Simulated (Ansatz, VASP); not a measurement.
## Co in VASP and in Ansatz

File INCAR:

```
PREC = Accurate
ENCUT = 520
EDIFF = 1E-6
ISMEAR = -1
SIGMA = 0.05
LREAL = F
LASPH = T
NELM = 150
ALGO = Normal
ISIF = 2
LWAVE = F
LCHARG = F
ISPIN = 2
MAGMOM = 1.7
LORBIT = 11
LMAXMIX = 4
GGA = PE
NBANDS = 14
```

Contents of KPOINTS:

```
regular mesh
0
Gamma
  17 17 17
```

Contents of POSCAR:

```
Co
1.0
    2.2760172841      0.0000000000      0.0000000000
    0.0000000000      2.2760172841      0.0000000000
    0.0000000000      0.0000000000      2.2760172841
Co
1
Direct
    0.0000000000      0.0000000000      0.0000000000
```

Input for Ansatz:

```yaml
crystal:
  lattice:
    - [2.2760172841, 0.0, 0.0]
    - [0.0, 2.2760172841, 0.0]
    - [0.0, 0.0, 2.2760172841]
  atoms:
    - { symbol: Co, position: [0.0, 0.0, 0.0], spin: 1.7 }
magnetization:
  spin_polarized: true
kpoints:
  mp_grid: { grid: [17, 17, 17] }
scf:
  occupations: { method: fermi_dirac, width: 0.05 }
hamiltonian:
  xc: pbe
  pseudopotentials: { kind: all_electron, lapw: { basis_error: 0.001 } }
output:
  forces: true
  stress: true
  eigenvalues: true
  populations: true
```

Change from the starting cell: volume scaled by 0.92, LAPW.

Alike in both runs: task single point; functional PBE; k mesh 17 × 17 × 17; occupations fermi-dirac, width 0.05 eV; collinear spin.

|  | VASP | Ansatz |
| --- | --- | --- |
| version | VASP 6.6.1 | Ansatz 0.2.0 |
| potentials or method | VASP PAW PBE potentials, release 64 (Co) | all-electron LAPW, scalar-relativistic |
| plane-wave cutoff (eV) | 520 | see its input |

VASP gave:

* pressure (GPa): 12.3
* net moment per atom (μB): 1.73
* size of the moment on the site where the two differ most (μB): 1.73

Problem. Estimate Ansatz's values.

Solution. Pressure (GPa): 13.3; net moment per atom (μB): 1.74; size of the moment on the site where the two differ most (μB): 1.76.

Site moments also hang on the region over which each program counts them. Ansatz ran all-electron here, so the differences hold the error of VASP's frozen core and of both bases.
